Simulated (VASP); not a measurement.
# AlN (F-43m): a series in biaxial strain in the (110) plane, part 2 of 2

Wanted: the response of AlN to biaxial strain in the (110) plane, as a table, with a fit that predicts a row left out.

VASP 6.6.1, plane waves and PAW; the level of theory is named at each step.

So far: The structure; Relax the crystal, LDA; Strain along the normal, LDA; Band edges, TB-mBJ with spin-orbit coupling; Band edges, r2SCAN with spin-orbit coupling.

**5. Band edges, r2SCAN with spin-orbit coupling (continued)**

Level of this step: r2SCAN, spin-orbit coupling; plane waves and PAW (Al, N); cell typed or built by script (VASP).

Parts of OUTCAR (step 5):

```text
  Total        0.8948581      0.8948581      1.0827352     -0.5890495     -0.0000000     -0.0000000
  in kB       71.4268436     71.4268436     86.4230387    -47.0174475     -0.0000000     -0.0000000
  external PRESSURE =      76.4255753 kB  Pullay stress =       0.0000000 kB

 POSITION                                       TOTAL-FORCE (eV/Angst)
 -----------------------------------------------------------------------------------
      2.19077      2.19077      0.00784         0.000000      0.000000     -0.008345
      1.09538      1.09538      1.06234        -0.000000     -0.000000      0.008345
 -----------------------------------------------------------------------------------
    total drift:                               -0.000752     -0.000752     -0.001171

  FREE ENERGIE OF THE ION-ELECTRON SYSTEM (eV)
  ---------------------------------------------------
  free  energy   TOTEN  =       -57.9925486641 eV

  energy  without entropy=      -57.9925486641  energy(sigma->0) =      -57.99254866

[... 2 parts as in an earlier step ...]

[... 1 further part left out ...]
[key lines of the parts left out:]
E-fermi :   6.2905
```

This run gave:

* energy(sigma→0) of the program: -57.9925 eV
* stress, compression positive: 2.44 along [110], 10.24 across it (mean), GPa

The run ends at a pressure of 7.64 GPa, with forces up to 0.0083 eV/Å.

**6. All members**

Runs beyond LDA use the data sets made with LDA; this shifts their levels slightly, and their total energies have another zero (at TB-mBJ, which has no energy functional, they mean nothing).

The other members went through these steps as far as the tables show, with the same cutoff and, step by step, the same mesh; 46 runs are not shown. The session took 6.1 core hours (wall time by ranks) on a shared machine.

| in-plane strain (%) | strain along the normal (%) | mean of the two in-plane stresses, tension positive (GPa) | energy above the unstrained row (meV/atom) | gap on the mesh, LDA (eV) |
| --- | --- | --- | --- | --- |
| -2.000 | 1.121 | -9.795 | 12.687 | 3.035 |
| -1.500 | 0.819 | -7.306 | 7.185 | 3.093 |
| -1.000 | 0.532 | -4.841 | 3.243 | 3.144 |
| -0.500 | 0.261 | -2.405 | 0.850 | 3.190 |
| 0 | 0.000 | -0.010 | 0.000 | 3.230 |
| 0.500 | -0.243 | 2.349 | 0.663 | 3.183 |
| 1.000 | -0.472 | 4.659 | 2.823 | 3.136 |
| 1.500 | -0.694 | 6.904 | 6.459 | 3.089 |
| 2.000 | -0.901 | 9.104 | 11.551 | 3.044 |

Slopes at zero strain, from cubics through all rows: strain ratio -0.502, stress over strain 476 GPa.

Band edges at TB-mBJ with spin-orbit coupling, counted from the valence-band top at Γ, spin-orbit pairs averaged, with one row partly withheld:

| in-plane strain (%) | gap (eV) | conduction band at Γ (eV) | Δ or X valley along z (eV) | Δ or X valley along x (eV) | lowest conduction level at L, [111] (eV) | lowest conduction level at L, [-111] (eV) | second valence level below the top (eV) | third valence level below the top (eV) |
| --- | --- | --- | --- | --- | --- | --- | --- | --- |
| -2.000 | 4.672 | 5.587 | 4.672 | 4.765 | 8.963 | 8.698 | 0.079 | 0.279 |
| -1.500 | 4.722 | 5.565 | 4.722 | 4.786 | 8.901 | 8.707 | 0.057 | 0.206 |
| -1.000 | 4.764 | 5.536 | 4.764 | 4.804 | 8.835 | 8.710 | 0.036 | 0.136 |
| -0.500 | 4.801 | 5.502 | 4.801 | 4.819 | 8.766 | 8.705 | 0.019 | 0.069 |
| 0 | 4.829 | 5.459 | 4.829 | 4.829 | 8.691 | 8.691 | 0.000 | 0.018 |
| 0.500 | 4.782 | 5.357 | 4.797 | 4.782 | 8.560 | 8.616 | 0.048 | 0.067 |
| 1.000 | 4.721 | 5.240 | 4.751 | 4.724 | 8.421 | 8.529 | 0.096 | 0.124 |
| 1.500 | 4.679 | ? | 4.716 | 4.679 | 8.290 | 8.445 | 0.143 | 0.182 |
| 2.000 | 4.628 | 5.025 | 4.672 | 4.628 | 8.156 | 8.355 | 0.190 | 0.236 |

Conduction masses, in electron masses:

| in-plane strain (%) | conduction mass at Γ, along the strain axis or the normal of the plane | conduction mass at Γ, across the strain axis or in the plane |
| --- | --- | --- |
| -2.000 | 0.323 | 0.359 |
| -1.500 | 0.328 | 0.354 |
| -1.000 | 0.326 | 0.345 |
| -0.500 | 0.332 | 0.339 |
| 0 | 0.331 | 0.331 |
| 0.500 | 0.331 | 0.324 |
| 1.000 | 0.334 | 0.316 |
| 1.500 | 0.338 | 0.313 |
| 2.000 | 0.335 | 0.305 |

Band edges at r2SCAN with spin-orbit coupling, counted from the valence-band top at Γ, spin-orbit pairs averaged:

| in-plane strain (%) | gap (eV) | conduction band at Γ (eV) | Δ or X valley along z (eV) | Δ or X valley along x (eV) | lowest conduction level at L, [111] (eV) | lowest conduction level at L, [-111] (eV) | second valence level below the top (eV) | third valence level below the top (eV) |
| --- | --- | --- | --- | --- | --- | --- | --- | --- |
| -2.000 | 3.757 | 5.156 | 3.757 | 3.857 | 8.625 | 8.326 | 0.091 | 0.296 |
| -1.500 | 3.813 | 5.135 | 3.813 | 3.882 | 8.559 | 8.341 | 0.065 | 0.219 |
| -1.000 | 3.862 | 5.107 | 3.862 | 3.905 | 8.489 | 8.349 | 0.042 | 0.144 |
| -0.500 | 3.905 | 5.072 | 3.905 | 3.925 | 8.416 | 8.348 | 0.022 | 0.073 |
| 0 | 3.939 | 5.028 | 3.939 | 3.939 | 8.338 | 8.338 | 0.000 | 0.019 |
| 0.500 | 3.893 | 4.922 | 3.910 | 3.893 | 8.199 | 8.261 | 0.049 | 0.071 |
| 1.000 | 3.843 | 4.808 | 3.873 | 3.843 | 8.057 | 8.176 | 0.099 | 0.133 |
| 1.500 | 3.793 | 4.692 | 3.833 | 3.793 | 7.915 | 8.086 | 0.148 | 0.194 |
| 2.000 | 3.743 | 4.575 | 3.792 | 3.744 | 7.774 | 7.991 | 0.196 | 0.253 |

Conduction masses, in electron masses:

| in-plane strain (%) | conduction mass at Γ, along the strain axis or the normal of the plane | conduction mass at Γ, across the strain axis or in the plane |
| --- | --- | --- |
| -2.000 | 0.300 | 0.334 |
| -1.500 | 0.297 | 0.323 |
| -1.000 | 0.299 | 0.316 |
| -0.500 | 0.299 | 0.307 |
| 0 | 0.304 | 0.304 |
| 0.500 | 0.306 | 0.298 |
| 1.000 | 0.305 | 0.290 |
| 1.500 | 0.309 | 0.284 |
| 2.000 | 0.307 | 0.277 |

**7. A fit to the known rows**

The quantity to fit is the conduction level at Γ above the mean of the three top valence levels at TB-mBJ with spin-orbit coupling: 5.706, 5.652, 5.594, 5.531, 5.465, 5.395, 5.314, 5.167 eV in the rows shown.

Fitting a parabola to the 8 known rows (e: strain in %) gives E = − 0.006848 e² − 0.1360 e + 5.463 in eV; the residuals are 0.0029 eV r.m.s.

At e = 1.5 this predicts 5.2440 eV.

**8. Prediction against calculation**

The calculation gives 5.2457 eV, so the prediction is 0.0017 eV too low, within twice the residual of the fit.

**9. Outcome**

```yaml
ratio_of_normal_to_in_plane_strain: -0.502
biaxial_modulus: 476 GPa
gap_of_the_unstrained_cell_tb_mbj_with_spin_orbit_coupling: 4.83 eV
gap_of_the_unstrained_cell_r2scan_with_spin_orbit_coupling: 3.94 eV
slope_at_zero_strain_of_the_conduction_level_at_gamma_above_the_mean_of_the_three_top_valence_levels_tb_mbj_with_spin_orbit_coupling: -136 meV per %
error_of_the_predicted_row: -1.7 meV
```

What this shows: As a check, the curvature of the energy gives 474 GPa for the same modulus (energy per volume = M × strain²), 0 % from the slope of the stress. The energy also has a linear term worth 0.14 GPa that the stress column lacks, a mark of the finite basis. At TB-mBJ with spin-orbit coupling the lowest conduction valley is Δ or X throughout, and the gap runs between 4.63 and 4.83 eV. At r2SCAN with spin-orbit coupling the lowest conduction valley is Δ or X throughout, and the gap runs between 3.74 and 3.94 eV. Hole masses are left out throughout, since the top bands are degenerate or cross in many series; of conduction masses, those of the Γ, L and (for Si and Ge under (001) strain) Δ valleys are kept where they change by under an eighth between rows. TB-mBJ is a potential fitted for gaps; it has no energy functional, so its total energies and forces mean nothing, and its bands tend to come out too narrow. r2SCAN opens gaps somewhat over GGA but leaves them below measured values as a rule. Δ or X levels are the lowest on their line, refined by a parabola unless they lie at X; the gap is read from all points sampled and can differ from the lowest valley by some meV, or by tens of meV where strain moves the valence top off Γ. Temperature, zero-point motion and excitons are left out.

[Lines on the potential files, build, host, timing and source positions are cut from VASP's logs without a mark.]

[Logs are printed without paths, hosts, clocks, repeated set-up lines and the standing remarks that a program may print on its own settings, such as how far it seeks lower states.]

[Hosts, paths, dates, database ids (printed as entryN), source tags and the programs' standing remarks are cut or masked in the printed files.]

[In band tables of VASP the shares of atoms and orbitals are scaled to a sum of 1 inside the atoms' spheres.]
